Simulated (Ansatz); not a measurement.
Geometry optimisation in Ansatz: input, command and trajectory.

```yaml
crystal:
  lattice:
    - [11.3, 0.0, 0.0]
    - [0.0, 9.3, 0.0]
    - [0.0, 0.0, 4.3122397648]
  atoms:
    - { symbol: Na, position: [0.3998262887, 0.5, 0.0], spin: 0.5 }
    - { symbol: H, position: [0.3998262887, 0.5, 0.5] }
    - { symbol: H, position: [0.6001737113, 0.5, 0.0] }
    - { symbol: Na, position: [0.6001737113, 0.5, 0.5], spin: 0.5 }
basis:
  ecutwfc: 420
kpoints:
  mp_grid: { grid: [1, 1, 15] }
hamiltonian:
  xc: pbesol
scf:
  occupations: { method: gaussian, width: 0.05 }
output:
  forces: true
  stress: true
  eigenvalues: true
  populations: true
  write_density: true
  write_potential: true
  elf: true
  volumetric_format: npy
magnetization:
  spin_polarized: true
relax:
  adjacent_minimum: "off"
  f_tol: 0.01
  max_steps: 45
  cell: { fix: [a, b, alpha, beta, gamma], stress_tol: 0.03 }
```

```bash
ansatz run input.yaml --threads 2 --pin off --max-ram 5120MiB --backend cpu --events-out ev --progress --plain --runs-dir out
```

Computed with DFT PBEsol, scalar-relativistic, plane waves, PAW (Ansatz 0.2.0).

Of 5 frames 5 are shown, positions in Å and forces in eV/Å; the SCF threshold varies from step to step. Steps run on the plane waves of an earlier cell, with a Pulay correction in the pressure. The basis is chosen afresh for the last frame, the zero of the energies, and can be on the way; energy and pressure step there, also at an unchanged geometry. The mark taken_back stands on steps that the optimiser undid.

```xyz
4
Lattice="11.3000 0.0000 0.0000 0.0000 9.3000 0.0000 0.0000 0.0000 4.3122" Properties=species:S:1:pos:R:3:forces:R:3 pbc="T T T" step=1 free_energy_over_end_meV_per_atom=4.59 pressure_GPa=-0.06
Na    4.5180    4.6500    0.0000   -0.0050    0.0000    0.0000
H     4.5180    4.6500    2.1561   -0.1110    0.0000    0.0000
H     6.7820    4.6500    0.0000    0.1110    0.0000    0.0000
Na    6.7820    4.6500    2.1561    0.0050    0.0000    0.0000
4
Lattice="11.3000 0.0000 0.0000 0.0000 9.3000 0.0000 0.0000 0.0000 4.2694" Properties=species:S:1:pos:R:3:forces:R:3 pbc="T T T" step=2 free_energy_over_end_meV_per_atom=5.56 pressure_GPa=-0.08 taken_back
Na    4.5561    4.6500    0.0000   -0.1120    0.0000    0.0000
H     4.3701    4.6500    2.1347    0.1480    0.0000    0.0000
H     6.9299    4.6500    0.0000   -0.1480    0.0000    0.0000
Na    6.7439    4.6500    2.1347    0.1120    0.0000    0.0000
4
Lattice="11.3000 0.0000 0.0000 0.0000 9.3000 0.0000 0.0000 0.0000 4.2584" Properties=species:S:1:pos:R:3:forces:R:3 pbc="T T T" step=3 free_energy_over_end_meV_per_atom=0.83 pressure_GPa=-0.06
Na    4.5130    4.6500    0.0000   -0.0120    0.0000    0.0000
H     4.4459    4.6500    2.1292    0.0140    0.0000    0.0000
H     6.8541    4.6500    0.0000   -0.0140    0.0000    0.0000
Na    6.7870    4.6500    2.1292    0.0120    0.0000    0.0000
4
Lattice="11.3000 0.0000 0.0000 0.0000 9.3000 0.0000 0.0000 0.0000 4.2045" Properties=species:S:1:pos:R:3:forces:R:3 pbc="T T T" step=4 free_energy_over_end_meV_per_atom=-0.11 pressure_GPa=0.00
Na    4.5022    4.6500    0.0000   -0.0090    0.0000    0.0000
H     4.4479    4.6500    2.1022    0.0020    0.0000    0.0000
H     6.8521    4.6500    0.0000   -0.0020    0.0000    0.0000
Na    6.7978    4.6500    2.1022    0.0090    0.0000    0.0000
4
Lattice="11.3000 0.0000 0.0000 0.0000 9.3000 0.0000 0.0000 0.0000 4.2045" Properties=species:S:1:pos:R:3:forces:R:3 pbc="T T T" step=5 free_energy_over_end_meV_per_atom=0.00 pressure_GPa=0.00
Na    4.5022    4.6500    0.0000   -0.0090    0.0000    0.0000
H     4.4479    4.6500    2.1022    0.0020    0.0000    0.0000
H     6.8521    4.6500    0.0000   -0.0020    0.0000    0.0000
Na    6.7978    4.6500    2.1022    0.0090    0.0000    0.0000
```

The run took 22 s on 2 threads of Intel(R) Xeon(R) Platinum 8488C (Sapphire Rapids) (shared host), peak memory 0.66 GiB.